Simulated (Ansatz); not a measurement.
A relaxed cell of BN is given with its symmetry left out. It was relaxed at this level from a Materials Project cell.

Theory: DFT PBE, scalar-relativistic, plane waves, PAW in Ansatz. Cutoff 420 eV, Γ-centred mesh, Gaussian smearing, no spin polarisation.

```
B N
1.0
     1.25607    0.72519    4.17927
    -1.25607    0.72519    4.17927
     0.00000   -1.45039    4.17927
B N
1 1
Direct
  0.99956 0.99956 0.99956
  0.33288 0.33288 0.33288
```

Energies over the elements count from the elements' standard structures at the same level (N₂ as a molecule), with no fitted energy shifts.

(1) Find its symmetry and describe it.

(2) How far does it lie from the elements in energy?

(3) Is it a metal?

Answers

(1) R3m (No. 160). Conventional cell: a = 2.512 Å, c = 12.538 Å. B is surrounded by 3 N at 1.45 Å; N is surrounded by 3 B at 1.45 Å.

(2) −1.251 eV/atom. It lies below the elements, which doesn't yet make it stable against other compounds or structures.

(3) No, the gap on the 12×12×12 mesh is 4.39 eV.

The last run used a 12×12×12 mesh for its 2-atom cell and Gaussian smearing of 0.02 eV. Weakly bound directions are ill-defined at this level, which has no dispersion term. Kohn–Sham gaps at this level usually fall short of measured ones. A structure relaxed within its symmetry needn't be a true minimum.
